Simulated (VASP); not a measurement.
**Na: relaxation of cell and atoms with PBE**

Crystal: Na.

```
Na
1.0
    -2.14100    2.14100    2.14100
     2.14100   -2.14100    2.14100
     2.14100    2.14100   -2.14100
Na
1
Direct
  0.00000 0.00000 0.00000
```

```yaml
Program: VASP 6.6.1
Task: relaxation of cell and atoms
Functional: PBE
Potentials_or_basis: VASP PAW PBE potentials, release 64 (Na_pv)
Cutoff: 600 eV
k_mesh: 14 × 14 × 14
Occupations: methfessel-paxton, width 0.1 eV
Spin: no spin polarisation
Further_INCAR_settings: ALGO = Normal; EDIFF = 1e-06; IBRION = 2; EDIFFG = -0.01; NSW = 90; ISIF = 3
```

The relaxed volume is 36.90 Å³/atom. The relaxed cell is a = 3.633 Å, b = 3.633 Å, c = 3.633 Å, α = 109.47°, β = 109.47°, γ = 109.47° and the space group after relaxing (to 0.05 Å) is Im-3m (No. 229). The energy gained by relaxing is 3.2 meV/atom and the ionic steps are 3. The pressure after relaxing is 0.0 GPa. The band gap on the k mesh is none (metal or under the smearing width).

Step by step:
```csv
step,energy change (eV),largest force (eV/Å),pressure (GPa),volume (Å³)
1,0.0000,0.0000,-0.43,39.26
2,-0.0014,0.0000,-0.33,38.66
3,-0.0032,0.0000,0.00,36.90
```

Final structure:
```
CELL_PARAMETERS angstrom
-2.09724 2.09724 2.09724
2.09724 -2.09724 2.09724
2.09724 2.09724 -2.09724
ATOMIC_POSITIONS crystal
Na 0.00000 0.00000 0.00000
```

Levels at points of the mesh, in eV from the Fermi level:
| k point | band 1 | band 2 | band 3 | band 4 | band 5 | band 6 | band 7 |
| --- | --- | --- | --- | --- | --- | --- | --- |
| (0.00, 0.00, 0.00) | -24.87 | -24.87 | -24.87 | -3.26 | 11.79 | 11.79 | 11.79 |
| (0.50, 0.00, 0.00) | -24.90 | -24.88 | -24.87 | 0.79 | 1.25 | 8.26 | 9.22 |
| (0.50, 0.50, 0.50) | -24.89 | -24.89 | -24.89 | 4.56 | 4.56 | 4.94 | 4.94 |

Wall time 25 s on 1 thread of Intel(R) Xeon(R) Platinum 8488C (Sapphire Rapids), on a shared host, peak memory 0.17 GiB.
